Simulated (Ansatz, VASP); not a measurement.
# Cross-check of InP between VASP and Ansatz

One calculation is typed for both programs; each brings its own data sets and cutoff. How far apart do they land? The cell is taken from a series of VASP runs on this material, whose earlier steps may have relaxed, scaled or displaced it; both programs get it as it stands.

Calculated with Ansatz 0.2.0; plane waves, with VASP 6.6.1 beside it; relaxation of cell and atoms at LDA.

## Step 1: The structure

The structure is cubic, space group F-43m (No. 216). Conventional cell: a = 5.829 Å, b = 5.829 Å, c = 5.829 Å, α = 90.00°, β = 90.00°, γ = 90.00°. Nearest to In lie 4 P at 2.52 Å. Nearest to P lie 4 In at 2.52 Å. Farther neighbours are not listed.

Structure file:

```cif
data_structure
_symmetry_space_group_name_H-M 'F-43m'
_symmetry_Int_Tables_number 216
_cell_length_a 5.8286
_cell_length_b 5.8286
_cell_length_c 5.8286
_cell_angle_alpha 90.000
_cell_angle_beta 90.000
_cell_angle_gamma 90.000
_cell_volume 198.01
loop_
_atom_site_label
_atom_site_type_symbol
_atom_site_symmetry_multiplicity
_atom_site_Wyckoff_symbol
_atom_site_fract_x
_atom_site_fract_y
_atom_site_fract_z
_atom_site_occupancy
In1 In 4 a 0.00000 0.00000 0.00000 1
P1 P 4 d 0.25000 0.25000 0.75000 1
```

## Step 2: Ansatz: relaxation of cell and atoms, LDA

Ansatz runs on its default PAW (the set named soft_2) files.

The relaxed volume is the usual yardstick between codes: its relative difference is about their pressure difference at one cell divided by the bulk modulus.

The input, input.yaml:

```yaml
crystal:
  lattice:
    - [0.0, 2.9143010117, 2.9143010117]
    - [2.9143010117, 0.0, 2.9143010117]
    - [2.9143010117, 2.9143010117, 0.0]
  atoms:
    - { symbol: In, position: [0.0, 0.0, 0.0] }
    - { symbol: P, position: [0.25, 0.25, 0.25] }
hamiltonian:
  xc: lda
  pseudopotentials: { kind: paw }
kpoints:
  mp_grid: { grid: [9, 9, 9] }
scf:
  occupations: { method: gaussian, width: 0.02 }
relax:
  f_tol: 0.01
  max_steps: 60
  cell: { stress_tol: 0.05 }
output:
  forces: true
  stress: true
```

The run is started by

```bash
> ansatz run input.yaml --threads 4 --pin off --max-ram 9216MiB --backend cpu --events-out ev --progress --plain --runs-dir out
```

Numbers of over 12 decimals in the logs are rounded to 6 here.

The program printed:

```text
Engine: ansatz 0.2.0, aarch64-unknown-linux-gnu
Pseudopotentials: kind: paw
Pseudopotential: In, paw, valence charge 13, recommended cutoff 420 eV (normal), In.paw.azcp
Pseudopotential: P, paw, valence charge 5, recommended cutoff 420 eV (normal), P.paw.azcp
Functional definition: SPW92
  exchange = slater_x
  correlation = pw_c
Crystal: 2 atoms, lattice volume = 49.503 Å³
Basis set: ecut = 420 eV, 941 PW (Γ)
Bands: 13, of which v1, the nominal top of the filled ones, is band 9 counted from 1 (8 counted from 0)
Symmetry: 24 space group operations
Space group: F-43m (ITA 216), of the structure as read, at distance tolerance 3.7e-5 Å
k-points: 35 of 729 (time reversal used)
Non-local potential: In, projectors of the file, l = 0: 2, l = 1: 2, l = 2: 2, l = 3: 2
Non-local potential: P, projectors of the file, l = 0: 2, l = 1: 2, l = 2: 2
PAW form: soft (Blöchl's): semilocal exchange-correlation on the pseudo side does not see the compensation charge
PAW frozen core: In, regenerated for the run's functional, and the local potential with it (the file was generated under x = pbe(κ = 0.804, μ = 0.219515), c = pbe(β = 0.066725))
PAW frozen core: P, regenerated for the run's functional, and the local potential with it (the file was generated under x = pbe(κ = 0.804, μ = 0.219515), c = pbe(β = 0.066725))
PAW one-centre angular grid: In, 590 points (default); XC on 64 Gauss nodes
PAW one-centre angular grid: P, 110 points (default); XC on 64 Gauss nodes
Initial density: superposition of atomic densities (neutral atoms: chi_scale 0, normalization atom), corrected by the library's trained network
Initial wavefunctions: pseudopotential atomic-orbital guess
Functional: x = slater, c = lda
SCF iter   1: F=—  HF=-6183.564539 eV  |F-HF|=—  |Δ(HF+E_count)|=         —  Δρ=8.20e-3  dr2=3.50e-2  ethr=1.77e-3  ⟨swp⟩=6.4  Hψ=3135  notcnv=0
preconditioner: auto → none  [insulator: Δε(μ)=0.511 eV  Ē_g=14.648 eV  σ=0.020 eV  W_gap=1.00  n_scr=14 (ndim 8)  ℏωp=22.4 eV  f_vac=0.018  D(μ)=0.00/eV (n_scr^D=0)  ε∞_Penn≈3.3]
SCF iter   2: F=—  HF=-6183.552619 eV  |F-HF|=—  |Δ(HF+E_count)|=   1.19e-2  Δρ=2.76e-3  dr2=2.13e-3  ethr=1.94e-4  ⟨swp⟩=3.3  Hψ=1034  notcnv=0
SCF iter   3: F=—  HF=-6183.552092 eV  |F-HF|=—  |Δ(HF+E_count)|=   5.27e-4  Δρ=8.46e-4  dr2=3.71e-4  ethr=1.18e-5  ⟨swp⟩=2.1  Hψ=910  notcnv=0
SCF iter   4: F=—  HF=-6183.552000 eV  |F-HF|=—  |Δ(HF+E_count)|=   9.26e-5  Δρ=2.84e-4  dr2=2.39e-5  ethr=2.06e-6  ⟨swp⟩=3.0  Hψ=809  notcnv=0
SCF iter   5: F=—  HF=-6183.551992 eV  |F-HF|=—  |Δ(HF+E_count)|=   8.00e-6  Δρ=2.02e-5  dr2=2.02e-7  ethr=1.33e-7  ⟨swp⟩=2.2  Hψ=598  notcnv=0
SCF iter   6: F=-6183.551992 eV  HF=-6183.551992 eV  |F-HF|=4.16e-9  |Δ(HF+E_count)|=   1.77e-8  Δρ=3.75e-6  dr2=6.12e-9  ethr=5.56e-10  ⟨swp⟩=5.1  Hψ=1593  notcnv=0
SCF 1 converged in 6 iterations: F = -6183.551992 eV  dr2 = 6.12e-9
  greatest PAW one-centre occupation: 0.982 electrons in one spin orbital (limit 2), on the In atom at site 0 (counted from 0), in its partial waves of l = 2
relax step   1: F+E_penalty+E_count = -6183.55199160 eV  Δ(F+E_penalty+E_count) = +0.000e0 eV  max|allowed force component| = 2.868e-16 eV/Å  Δτ_max = 0.0000 Å  P = -0.067 GPa  Ω = 49.503 Å³  (6 SCF iters, dr2 threshold 1.00e-7 eV, accepted)
[...]
relax step   2: F+E_penalty+E_count = -6183.55201352 eV  Δ(F+E_penalty+E_count) = -2.191e-5 eV  max|allowed force component| = 5.898e-17 eV/Å  Δτ_max = 0.0000 Å  P = +0.009 GPa  Ω = 49.451 Å³  energy of the carried Pulay correction = +1.241e-5 eV  (4 SCF iters, dr2 threshold 1.12e-8 eV, accepted)
[...]
relax step   3: F+E_penalty+E_count = -6183.55200747 eV  Δ(F+E_penalty+E_count) = +6.046e-6 eV  max|allowed force component| = 6.476e-17 eV/Å  Δτ_max = 0.0000 Å  P = +0.009 GPa  Ω = 49.451 Å³  stress off target by 8.64e-3 GPa  SCF on the basis re-selected at this cell (its energy is not comparable with the rows above)  (5 SCF iters)
basis re-selected at this cell: Δ(F+E_penalty+E_count) = +6.046e-6 eV, ΔP = -0.000 GPa vs the last step (what re-selecting the basis moved, of the pressure what is left beyond the Pulay correction that the steps carried, after the strain that the cell walked since its last selection, with what the two solves' SCF thresholds leave and, on support functions, any second-order correction that the steps lacked; it is no m [...]
SCF converged after 5 iterations
Free energy (F): -6183.552007 eV
Harris-Foulkes:  -6183.552007 eV  (|F-HF|=5.46e-12)
Internal energy: -6183.552007 eV  (E = F + TS)
E sigma→0 (E₀):  -6183.552007 eV
Fermi energy:    7.258705 eV
--- Per-component energies (eV) ---
  E_band       = -53.654174
  E_kinetic    = 314.948228
  E_local      = -1392.085520  (includes V_loc(G=0)·N_el)
  E_nonlocal   = 405.766430
  E_hartree    = 546.313158
  E_xc         = -274.601721
  E_vxc        = -161.885666  (∫ρ·V_xc dr)
  E_paw        = -4556.366549  (= ΣΔE_a)
  E_vpaw       = -313.024060  (= ΣTr[D̂ρ^β])
  E_aug_tail   = 0.000029  (compensation charges beyond the density's cutoff)
  E_ewald      = -1227.927950
  E_core_change = 0.401888  (= ΣΔE_core)
  E_smearing   = -0.000000  (= −TS)
  E_closure    = -0.000000  (closes the sum)
  Σ components = -6183.552007   (vs F -6183.552007, Δ=0.00e0)
--- Forces (eV/Å), atoms counted from 1 ---
  atom   1  In     0.00000000    -0.00000000    -0.00000000
  atom   2  P      0.00000000     0.00000000     0.00000000
  max |Σ_I F_I| component: 2.78e-17 eV/Å
--- Stress (GPa, compression-positive) ---
        0.008643      -0.000000      -0.000000
       -0.000000       0.008643       0.000000
       -0.000000       0.000000       0.008643
  P = ⅓ Tr σ = 0.0086 GPa (0.086 kbar)
--- Relaxed structure (2 steps of the walk, 2 accepted, 1 SCFs on fresh bases) ---
  F+E_penalty+E_count = -6183.55200747 eV   max|allowed force component| = 6.476e-17 eV/Å   (the final SCF, on the basis selected at the relaxed cell)
  cell:  # Å, volume = 49.4507 Å³
    - [0, 2.913270, 2.913270]
    - [2.913270, 0, 2.913270]
    - [2.913270, 2.913270, 0]
  atoms:
    - { symbol: In, position: [0, 0, 0] }
    - { symbol: P, position: [0.250000, 0.250000, 0.250000] }
```

The job ended after 1.8 s (4 threads of Arm Neoverse V1, shared host; peak memory 0.34 GiB; 6.3 s of CPU time).

## Step 3: VASP: relaxation of cell and atoms, LDA

The same cell, functional (in two slightly different forms), mesh and smearing now go to VASP, with its own data sets and cutoff.

Lines of VASP's logs that name or quote its potential files are left out, and so is its time.

The input, INCAR:

```
SYSTEM = InP
PREC = Accurate
ENCUT = 450
EDIFF = 1E-07
NELM = 120
ISMEAR = 0
SIGMA = 0.02
LREAL = .FALSE.
ALGO = Normal
GGA = CA
NBANDS = 15
LORBIT = 11
LWAVE = .FALSE.
LCHARG = .FALSE.
KPAR = 8
IBRION = 2
NSW = 40
ISIF = 3
EDIFFG = -0.005
POTIM = 0.4
```

The input, POSCAR:

```
InP
1.0
    0.0000000000      2.9143010117      2.9143010117
    2.9143010117      0.0000000000      2.9143010117
    2.9143010117      2.9143010117      0.0000000000
In P
1 1
Direct
    0.0000000000      0.0000000000      0.0000000000
    0.2500000000      0.2500000000      0.2500000000
```

The input, KPOINTS:

```
Automatic mesh
0
Gamma
9 9 9
0 0 0
```

PAW data sets: In_d and P (LDA family, release 64).

The run is started by

```bash
> mpirun -np 8 vasp_std
```

The program printed:

```text
[banner, memory and clock lines left out]
running    8 mpi-ranks, on    1 nodes
 distrk:  each k-point on    1 cores,    8 groups
 distr:  one band on    1 cores,    1 groups

 POSCAR found type information on POSCAR InP
 POSCAR found :  2 types and       2 ions
|                                                                             |
|           W    W    AA    RRRRR   N    N  II  N    N   GGGG   !!!           |
|           W    W   A  A   R    R  NN   N  II  NN   N  G    G  !!!           |
|           W    W  A    A  R    R  N N  N  II  N N  N  G       !!!           |
|           W WW W  AAAAAA  RRRRR   N  N N  II  N  N N  G  GGG   !            |
|           WW  WW  A    A  R   R   N   NN  II  N   NN  G    G                |
|           W    W  A    A  R    R  N    N  II  N    N   GGGG   !!!           |
|                                                                             |
|     For optimal performance we recommend to set                             |
|       NCORE = 2 up to number-of-cores-per-socket                            |
|     NCORE specifies how many cores store one orbital (NPAR=cpu/NCORE).      |
|     This setting can greatly improve the performance of VASP for DFT.       |
|     The default, NCORE=1 might be grossly inefficient on modern             |
|     multi-core architectures or massively parallel machines. Do your        |
|     Unfortunately you need to use the default for GW and RPA                |
|     calculations (for HF NCORE is supported but not extensively tested      |
|     yet).                                                                   |
|                                                                             |

 LDA part: xc-table for (Slater(with rela. corr.)+CA(PZ))
 , standard interpolation
 POSCAR, INCAR and KPOINTS ok, starting setup
 FFT: planning ... GRIDC
 FFT: planning ... GRID_SOFT
 FFT: planning ... GRID
 WAVECAR not read
 entering main loop
       N       E                     dE             d eps       ncg     rms          rms(c)
DAV:   1     0.105700725744E+03    0.10570E+03   -0.77610E+03  1050   0.123E+03
DAV:   2    -0.282393448538E+01   -0.10852E+03   -0.10462E+03  1134   0.290E+02
DAV:   3    -0.992338051421E+01   -0.70994E+01   -0.70669E+01  1421   0.768E+01
DAV:   4    -0.101084349035E+02   -0.18505E+00   -0.18500E+00  1282   0.134E+01
DAV:   5    -0.101168316994E+02   -0.83968E-02   -0.83966E-02  1589   0.246E+00    0.597E+00
DAV:   6    -0.972212021509E+01    0.39471E+00   -0.61020E-01  1646   0.136E+01    0.357E+00
DAV:   7    -0.967918295745E+01    0.42937E-01   -0.15400E-01  1503   0.333E+00    0.119E+00
DAV:   8    -0.967395170987E+01    0.52312E-02   -0.13960E-02  1446   0.145E+00    0.398E-01
DAV:   9    -0.967370665502E+01    0.24505E-03   -0.11030E-03  1407   0.402E-01    0.181E-01
DAV:  10    -0.967373802557E+01   -0.31371E-04   -0.15607E-04  1715   0.152E-01    0.113E-01
DAV:  11    -0.967374161037E+01   -0.35848E-05   -0.30430E-05  1617   0.873E-02    0.675E-02
DAV:  12    -0.967373927746E+01    0.23329E-05   -0.51617E-06  1337   0.205E-02    0.122E-02
DAV:  13    -0.967373925528E+01    0.22180E-07   -0.42625E-07  1302   0.357E-03
   1 F= -.96737393E+01 E0= -.96737393E+01  d E =-.967374E+01
 curvature:   0.00 expect dE= 0.000E+00 dE for cont linesearch  0.000E+00
 trial: gam= 0.00000 g(F)=  0.682E-47 g(S)=  0.105E-05 ort = 0.000E+00 (trialstep = 0.100E+01)
 search vector abs. value=  0.105E-05
 reached required accuracy - stopping structural energy minimisation
```

From OUTCAR (step 3):

```text
ion  position               nearest neighbor table
   1  0.000  0.000  0.000-   2 2.52   2 2.52   2 2.52   2 2.52
   2  0.250  0.250  0.250-   1 2.52   1 2.52   1 2.52   1 2.52

  LATTYP: Found a face centered cubic cell.
 ALAT       =     5.8286020234

 Subroutine GETGRP returns: Found 24 space group operations
 (whereof 24 operations were pure point group operations)

The static configuration has the point symmetry T_d .

 Found     35 irreducible k-points:

   k-points           NKPTS =     35   k-points in BZ     NKDIM =     35   number of bands    NBANDS=     15

   dimension x,y,z NGX =    30 NGY =   30 NGZ =   30
   dimension x,y,z NGXF=    60 NGYF=   60 NGZF=   60

   ENCUT  =  450.0 eV  33.07 Ry    5.75 a.u.   7.13  7.13  7.13*2*pi/ulx,y,z

   NELECT =      18.0000    total number of electrons

 k-points in reciprocal lattice and weights: Automatic mesh
   0.00000000  0.00000000  0.00000000       0.001
   0.11111111  0.00000000  0.00000000       0.011
   0.22222222  0.00000000  0.00000000       0.011
   0.33333333  0.00000000  0.00000000       0.011
   0.44444444  0.00000000  0.00000000       0.011
   0.11111111  0.11111111  0.00000000       0.008
   0.22222222  0.11111111  0.00000000       0.033
   0.33333333  0.11111111  0.00000000       0.033
   0.44444444  0.11111111  0.00000000       0.033
[...]
-0.33333333  0.44444444  0.11111111       0.033
  -0.33333333  0.44444444  0.22222222       0.033

 average (electrostatic) potential at core
       1 -95.0712       2 -83.8425

 E-fermi :   5.2894

 k-point     1 :       0.0000    0.0000    0.0000
  band No.  band energies     occupation
    ...
      5      -8.8653      2.00000
      6      -6.4671      2.00000
      7       5.1940      2.00000
      8       5.1940      2.00000
      9       5.1940      2.00000
     10       5.7950      0.00000
     11       9.1569      0.00000
     12       9.1569      0.00000
     13       9.1569      0.00000
     14      13.5574      0.00000
    ...

 k-point     2 :       0.1111    0.0000    0.0000
  band No.  band energies     occupation
    ...
      5      -8.8653      2.00000
      6      -6.3206      2.00000
      7       3.8103      2.00000
      8       5.0345      2.00000
      9       5.0345      2.00000
     10       6.6823      0.00000
     11       9.2600      0.00000
     12       9.3914      0.00000
     13       9.3914      0.00000
     14      14.0614      0.00000
    ...

 k-point     3 :       0.2222    0.0000    0.0000
  band No.  band energies     occupation
    ...
      5      -8.8636      2.00000
      6      -5.9036      2.00000
      7       2.0690      2.00000
      8       4.6954      2.00000
      9       4.6954      2.00000
     10       6.9023      0.00000
     11       9.8095      0.00000
     12       9.8095      0.00000
     13      10.0981      0.00000
     14      13.6872      0.00000
    ...

  Total       -0.0042518     -0.0042518     -0.0042518      0.0000000     -0.0000000      0.0000000
  in kB       -0.1376113     -0.1376113     -0.1376113      0.0000000     -0.0000000      0.0000000
  external PRESSURE =      -0.1376113 kB  Pullay stress =       0.0000000 kB

  energy-cutoff  :      450.00
  volume of cell :       49.50
      direct lattice vectors                 reciprocal lattice vectors
     0.000000000  2.914301012  2.914301012    -0.171567727  0.171567727  0.171567727
     2.914301012  0.000000000  2.914301012     0.171567727 -0.171567727  0.171567727
     2.914301012  2.914301012  0.000000000     0.171567727  0.171567727 -0.171567727

 POSITION                                       TOTAL-FORCE (eV/Angst)
 -----------------------------------------------------------------------------------
      0.00000      0.00000      0.00000        -0.000000     -0.000000     -0.000000
      1.45715      1.45715      1.45715         0.000000      0.000000      0.000000
 -----------------------------------------------------------------------------------
    total drift:                               -0.000000     -0.000000     -0.000000

  FREE ENERGIE OF THE ION-ELECTRON SYSTEM (eV)
  ---------------------------------------------------
  free  energy   TOTEN  =        -9.6737392553 eV

  energy  without entropy=       -9.6737392553  energy(sigma->0) =       -9.67373926

 reached required accuracy - stopping structural energy minimisation

 total charge
# of ion       s       p       d       tot
------------------------------------------
    1        0.846   0.802   9.899  11.546
    2        1.034   1.493   0.000   2.527
--------------------------------------------------
tot          1.880   2.294   9.899  14.073

[... 3 further parts left out ...]
```

CONTCAR:

```
InP
   1.00000000000000
     0.0000000000000000    2.9143010117000001    2.9143010117000001
     2.9143010117000001    0.0000000000000000    2.9143010117000001
     2.9143010117000001    2.9143010117000001    0.0000000000000000
  In              P
     1     1
Direct
     0.0000000000000000    0.0000000000000000    0.0000000000000000
     0.2500000000000000    0.2500000000000000    0.2500000000000000
```

## Step 4: Comparison

Known differences besides the potentials themselves: the two LDA forms differ slightly; both relaxations stop at a tolerance, which leaves soft axes loose, and VASP keeps its plane-wave basis; the cutoff is 420 eV in Ansatz and 450 eV in VASP; VASP's log shows a relativistic correction to its local exchange, Ansatz's none; Ansatz adds a Pulay correction to the stress that steers its cell, VASP none. Total energies have different zeros and are not compared.

Compared:

```tsv
quantity	Ansatz	VASP	difference
volume (Å³)	49.45	49.50	-0.11 %
edge a after relaxation, in the typed setting (Å)	4.120	4.121	-0.03 %
```

The walks stopped with 0.01 GPa left in Ansatz and -0.01 GPa in VASP; each walk ends within a tolerance, so the volume difference is uncertain by about these residues over the bulk modulus, most in soft cells.

## Step 5: Outcome

* difference in volume (relaxation of cell and atoms, LDA): -0.11 %

The difference in volume is -0.11 % (relaxation of cell and atoms, LDA), within the 1.2 % picked in this series as the mark of a large difference, as far as the stopping tolerances let one tell. How closely two codes agree says nothing of how well the functional describes the real material.

[Lines on the potential files, build, host, timing and source positions are cut from VASP's logs without a mark.]

[Logs are printed without paths, hosts, clocks, repeated set-up lines and the standing remarks that a program may print on its own settings, such as how far it seeks lower states.]

[Hosts, paths, dates, database ids (printed as entryN), source tags and the programs' standing remarks are cut or masked in the printed files.]
